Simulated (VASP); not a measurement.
The system is NiO.

```
CELL_PARAMETERS angstrom
0.00000 2.08590 2.08590
2.08590 0.00000 2.08590
2.08590 2.08590 0.00000
ATOMIC_POSITIONS crystal
Ni 0.00000 0.00000 0.00000
O 0.50000 0.50000 0.50000
```

Base run:

| Item | Value |
| --- | --- |
| Program | VASP 6.6.1 |
| Functional | PBE |
| Potentials or basis | VASP PAW PBE potentials, release 64 (Ni, O_s) |
| Cutoff | 400 eV |
| k mesh | 11 × 11 × 11 |
| Occupations | fermi-dirac, width 0.05 eV |
| Spin | collinear spin, ferromagnetic start |
| Starting moments | [1.0, 0.0] μB |

Its results: pressure 4.8 GPa; net moment 1.68 μB per cell; site moments Ni +1.39; O +0.26 μB.

**Question.** After a change of settings the same cell gave: pressure 6.1 GPa; net moment 1.77 μB per cell; site moments Ni +1.46; O +0.27 μB. Which change was it?
A. potentials or basis from VASP PAW PBE potentials, release 64 (Ni, O_s) to VASP PAW PBE potentials, release 64 (Ni, O); cutoff from 400 eV to 520 eV; occupations from fermi-dirac, width 0.05 eV to gaussian, width 0.021 eV
B. potentials or basis from VASP PAW PBE potentials, release 64 (Ni, O_s) to VASP PAW PBE potentials, release 64 (Ni, O_h); cutoff from 400 eV to 900 eV; further incar settings from ALGO = Normal; EDIFF = 1e-06; NBANDS = 19 to ALGO = Fast; EDIFF = 1e-06; NBANDS = 19
C. potentials or basis from VASP PAW PBE potentials, release 64 (Ni, O_s) to VASP PAW PBE potentials, release 54 (Ni, O); cutoff from 400 eV to 500 eV; further incar settings from ALGO = Normal; EDIFF = 1e-06; NBANDS = 19 to ALGO = Fast; EDIFF = 1e-06; NBANDS = 19

**Answer.** A.

Caveats: a cell with one magnetic atom can't hold antiferromagnetic order, which such compounds often take.
